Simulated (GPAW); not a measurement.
The system is SiO2.

```
CELL_PARAMETERS angstrom
5.06052 0.00000 0.00000
-2.53026 4.38254 0.00000
0.00000 0.00000 5.54135
ATOMIC_POSITIONS crystal
Si 0.50000 0.00000 0.00000
Si 0.50000 0.50000 0.66667
Si 0.00000 0.50000 0.33333
O 0.20861 0.79139 0.16667
O 0.20861 0.41721 0.50000
O 0.41721 0.20861 0.83333
O 0.79139 0.20861 0.16667
O 0.79139 0.58279 0.50000
O 0.58279 0.79139 0.83333
```

The cell comes from a database or a generator and needn't be the stable form of this composition.

| Quantity | Value |
| --- | --- |
| Program | GPAW 26.7.0 |
| Task | relaxation of cell and atoms |
| Functional | PBEsol |
| Potentials or basis | PAW data sets generated in the run's folder for this functional |
| Cutoff | 800 eV |
| Basis | pw |
| k mesh | 4 × 4 × 3 |
| Occupations | fermi-dirac, width 0.05 eV |
| Spin | no spin polarisation |

At the start: pressure 5.8 GPa; volume 13.66 Å³/atom.

Question: How do energy, volume and symmetry change on relaxing?

Answer: Over 5 steps the energy falls by 8.3 meV/atom and the volume is 14.01 Å³/atom (+2.6 %); space group P6_422 (No. 181, to 0.05 Å).

The path:
```tsv
step	energy change (eV)	largest force (eV/Å)	pressure (GPa)	volume (Å³)
1	0.0000	0.3504	5.83	122.90
2	-0.0196	0.2800	5.03	123.19
3	-0.0653	0.0662	1.14	124.71
4	-0.0661	0.0678	1.03	124.80
5	-0.0743	0.0275	-0.11	126.08
```

Final structure:
```
CELL_PARAMETERS angstrom
5.10335 0.00000 0.00000
-2.55168 4.41963 0.00000
0.00000 0.00000 5.59006
ATOMIC_POSITIONS crystal
Si 0.50000 0.00000 0.00000
Si 0.50000 0.50000 0.66667
Si 0.00000 0.50000 0.33333
O 0.20670 0.79331 0.16667
O 0.20668 0.41337 0.50000
O 0.41339 0.20669 0.83333
O 0.79330 0.20669 0.16667
O 0.79332 0.58663 0.50000
O 0.58661 0.79331 0.83333
```

Caveat: the k mesh is coarse; later steps reuse the first step's grids.
